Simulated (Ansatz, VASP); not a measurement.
Pb in VASP and in Ansatz

Contents of INCAR:

```
ALGO = Normal
EDIFF = 1E-6
ENCUT = 520
GGA = PE
ISIF = 2
ISMEAR = -1
LASPH = True
LCHARG = False
LREAL = False
LWAVE = False
NBANDS = 21
NELM = 80
PREC = Accurate
SIGMA = 0.05
```

File KPOINTS:

```
k-points
0
Gamma
  12 12 7
```

The input POSCAR:

```
Pb
1.0
    3.3756006699      0.0000000000      0.0000000000
   -1.6878003349      2.9233559331      0.0000000000
    0.0000000000      0.0000000000      5.5900000000
Pb
2
Direct
    0.3333333333      0.6666666667      0.2500000000
    0.6666666667      0.3333333333      0.7500000000
```

Input for Ansatz:

```yaml
crystal:
  lattice:
    - [3.3756006699, 0.0, 0.0]
    - [-1.6878003349, 2.9233559331, 0.0]
    - [0.0, 0.0, 5.59]
  atoms:
    - { symbol: Pb, position: [0.3333333333, 0.6666666667, 0.25] }
    - { symbol: Pb, position: [0.6666666667, 0.3333333333, 0.75] }
kpoints:
  mp_grid: { grid: [12, 12, 7] }
  band_path:
    path:
      - [0.0, 0.0, 0.0]
      - [0.5, 0.0, 0.0]
      - [0.3333333333, 0.3333333333, 0.0]
      - [0.0, 0.0, 0.0]
      - [0.0, 0.0, 0.5]
      - [0.5, 0.0, 0.5]
      - [0.3333333333, 0.3333333333, 0.5]
      - [0.0, 0.0, 0.5]
      - [0.5, 0.0, 0.5]
    npoints: 5
scf:
  occupations: { method: fermi_dirac, width: 0.05 }
hamiltonian:
  xc: pbe
  pseudopotentials: { kind: all_electron, lapw: { basis_error: 0.0005 } }
output:
  forces: true
  stress: true
  eigenvalues: true
```

Change from the starting cell: equal xx and yy strain of -3 %.

Alike in both runs: task single point; functional PBE; k mesh 12 × 12 × 7; occupations fermi-dirac, width 0.05 eV; no spin polarisation.

|  | VASP | Ansatz |
| --- | --- | --- |
| version | VASP 6.6.1 | Ansatz 0.2.0 |
| potentials or method | VASP PAW PBE potentials, release 64 (Pb_d) | all-electron LAPW, scalar-relativistic |
| plane-wave cutoff (eV) | 520 | see its input |

VASP gave:

| Quantity | Value |
| --- | --- |
| pressure (GPa) | 8.2 |
| largest component of the traceless stress (GPa) | 0.25 |

Problem. Which values does Ansatz return?

Solution. Pressure (GPa): 8.3; largest component of the traceless stress (GPa): 0.27.

Ansatz ran all-electron here, so the differences hold the error of VASP's frozen core and of both bases.

The runs have no spin-orbit coupling, so splittings on Pb are missing.
